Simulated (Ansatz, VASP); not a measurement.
**Two plane-wave programs on NbAs**

```
CELL_PARAMETERS angstrom
0.00000 2.68933 2.68933
2.68933 0.00000 2.68933
2.68933 2.68933 0.00000
ATOMIC_POSITIONS crystal
Nb 0.00000 0.00000 0.00000
As 0.50000 0.50000 0.50000
```

Change from the starting cell: volume scaled by 1.06, PAW files.

Alike in both runs: task electric field gradients; functional PBE; k mesh 11 × 11 × 11; occupations fermi-dirac, width 0.05 eV; no spin polarisation.

```csv
,VASP,Ansatz
version,VASP 6.6.1,Ansatz 0.2.0
potentials or method,"VASP PAW PBE potentials, release 64 (Nb_sv, As)","PAW with Ansatz's default frozen-core files, scalar-relativistic"
plane-wave cutoff (eV),520,420
valence electrons in the cell,18,28
```

```tsv
	VASP	Ansatz	Ansatz less VASP
pressure (GPa)	-7.4	-7.4	-0.01
Vzz of the field gradient on the site that differs most (V/Å²)	0.0	0.0	0.00
```

The two sets of potentials don't hold the same shells in valence. Ansatz warned: «gradients_without_spin_orbit».
